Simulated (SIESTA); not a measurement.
**Si2Ni under changes of volume**

One of the cells (13.429 Å³/atom); the others are scaled copies at fixed shape and fractional positions:

```
CELL_PARAMETERS angstrom
0.00000 2.72090 2.72090
2.72090 0.00000 2.72090
2.72090 2.72090 0.00000
ATOMIC_POSITIONS crystal
Ni 0.00000 0.00000 0.00000
Si 0.75000 0.75000 0.75000
Si 0.25000 0.25000 0.25000
```

- Program: SIESTA 5.4.2
- Functional: PBE
- Potentials or basis: PseudoDojo 0.4 standard (PBE files)
- Basis: DZP (energy shift 0.003 Ry; two zetas on semicore shells)
- Grid cutoff: 800 Ry
- Energy shift: 0.003 Ry
- k mesh: 9 × 9 × 9
- Occupations: fermi-dirac, width 0.05 eV
- Spin: collinear spin, ferromagnetic start
- Starting moments: [1.0, 0.0, 0.0] μB

| volume (Å³/atom) | energy over the lowest point (meV/atom) | pressure (GPa) |
| --- | --- | --- |
| 12.376 | 49.59 | 15.2 |
| 12.639 | ? | ? |
| 12.902 | 13.17 | 7.2 |
| 13.429 | 0.00 | 0.8 |
| 13.692 | 0.87 | -2.1 |
| 13.956 | 6.30 | -4.6 |

**Question.** What does the run at 12.639 Å³/atom give?

**Answer.** Energy over the lowest point 28.11 meV/atom; pressure 10.9 GPa.

Worked out: A Birch-Murnaghan fit of order 3 (a polynomial in V^(-2/3)) to the other rows has its minimum at 13.51 Å³/atom with B0 = V·E''(V) = 148 GPa and B' = 3.5. It gives 28.22 meV/atom at 12.639 Å³/atom, against the run's 28.11, and -dE/dV = 11.0 GPa, against 10.9.

Energies are extrapolated to zero smearing.

Caveats: short orbitals over semicore shells can move pressures by several GPa; the basis of atomic orbitals isn't converged, which shifts pressures, moduli and gaps.
